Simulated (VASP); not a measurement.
Wanted: the native input for a VASP 6.6.1 run.

```
Task                   : relaxation of cell and atoms
Functional             : LDA
Potentials or basis    : VASP PAW LDA potentials, release 64 (Si, C)
Cutoff                 : 600 eV
k mesh                 : 18 × 18 × 18
Occupations            : gaussian, width 0.1 eV
Spin                   : no spin polarisation
Dipole correction      : no
Further INCAR settings : ALGO = Normal; EDIFF = 1e-06; IBRION = 2; EDIFFG = -0.005; NSW = 70; ISIF = 3
```

The structure of SiC lies in POSCAR:

```
SiC
1.0
    0.0000000000      2.0286567181      2.0286567181
    2.0286567181      0.0000000000      2.0286567181
    2.0286567181      2.0286567181      0.0000000000
Si C
1 1
Direct
    0.0000000000      0.0000000000      0.0000000000
    0.5000000000      0.5000000000      0.5000000000
```

The cell was built by a generator and needn't be a form met in nature.

One way to write it, as run:

INCAR

```
ALGO     = Normal         # electronic algorithm
EDIFF    = 1E-6           # SCF threshold, eV
EDIFFG   = -0.005         # ionic threshold
ENCUT    = 600            # plane-wave cutoff, eV
IBRION   = 2              # ionic algorithm
ISIF     = 3              # what is computed and relaxed
ISMEAR   = 0              # smearing method
LASPH    = True           # aspherical terms in the spheres
LCHARG   = False          # write CHGCAR
LREAL    = False          # projectors in reciprocal space
LWAVE    = False          # write WAVECAR
NELM     = 80             # most SCF steps
NSW      = 70             # ionic steps
PREC     = Accurate       # precision mode
SIGMA    = 0.1            # smearing width, eV
```

KPOINTS

```
k-points
0
Gamma
  18 18 18
```

Potentials or basis: VASP PAW LDA potentials, release 64 (Si, C).

Run with:

```sh
$ cat potpaw_LDA.64/Si/POTCAR potpaw_LDA.64/C/POTCAR > POTCAR
$ mpirun -np 1 vasp_std > vasp.out
```

It gave:

* Relaxed volume: 8.06 Å³/atom
* Relaxed cell: a = 2.835 Å, b = 2.835 Å, c = 2.835 Å, α = 60.00°, β = 60.00°, γ = 60.00°
* Space group after relaxing (to 0.05 Å): Fm-3m (No. 225)
* Energy gained by relaxing: 8.3 meV/atom
* Ionic steps: 3
* Pressure after relaxing: 0.0 GPa
* Band gap on the k mesh: none (metal or under the smearing width)

It took 55 s on 1 thread of Intel(R) Xeon(R) Platinum 8488C (Sapphire Rapids), on a shared host, peak memory 0.15 GiB.
